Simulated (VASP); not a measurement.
Write the native input for VASP 6.6.1 that does the following.

* Task: single point
* Functional: RPBE
* Potentials or basis: VASP PAW PBE potentials, release 64 (Rb_sv)
* Cutoff: 520 eV
* k mesh: 5 × 5 × 7
* Occupations: fermi-dirac, width 0.1 eV
* Spin: no spin polarisation
* Dipole correction: no
* Further INCAR settings: ALGO = Normal; EDIFF = 1e-06; NBANDS = 20

The structure of Rb lies in POSCAR:

```
Rb
1.0
    8.1396481135      0.0000000000      0.0000000000
   -4.0698240567      7.0491420441      0.0000000000
    0.0000000000      0.0000000000      4.8711069039
Rb
3
Direct
    1.0000000000      1.0000000000      0.0000000000
    0.3333333333      0.6666666667      0.5000000000
    0.6666666667      0.3333333333      0.5000000000
```

This isn't the form of Rb at room conditions, which is bcc.

These files were run (other wordings do the same):

INCAR

```
PREC     = Accurate       # precision mode
ENCUT    = 520            # plane-wave cutoff, eV
EDIFF    = 1E-6           # SCF threshold, eV
ISMEAR   = -1             # smearing method
SIGMA    = 0.1            # smearing width, eV
LREAL    = F              # projectors in reciprocal space
LASPH    = T              # aspherical terms in the spheres
NELM     = 80             # most SCF steps
ALGO     = Normal         # electronic algorithm
ISIF     = 2              # what is computed and relaxed
LWAVE    = F              # write WAVECAR
LCHARG   = T              # write CHGCAR
GGA      = RP             # functional
LELF     = T              # ELF
LVHAR    = T            
NBANDS   = 20             # bands
```

KPOINTS

```
regular mesh
0
Gamma
  5 5 7
```

Potentials or basis: VASP PAW PBE potentials, release 64 (Rb_sv).

The run is started by

```console
$ cat potpaw_PBE.64/Rb_sv/POTCAR > POTCAR
$ mpirun -np 1 vasp_std > vasp.out
```

It gave:

```
Pressure               : 0.2 GPa
Band gap on the k mesh : none (metal or under the smearing width)
```

Caveat: the PAW data sets were made with another functional, which shifts forces and pressure a little.

It took 47 s on 1 thread of Intel(R) Xeon(R) 6975P-C (Granite Rapids) (shared host), peak memory 0.4 GiB.
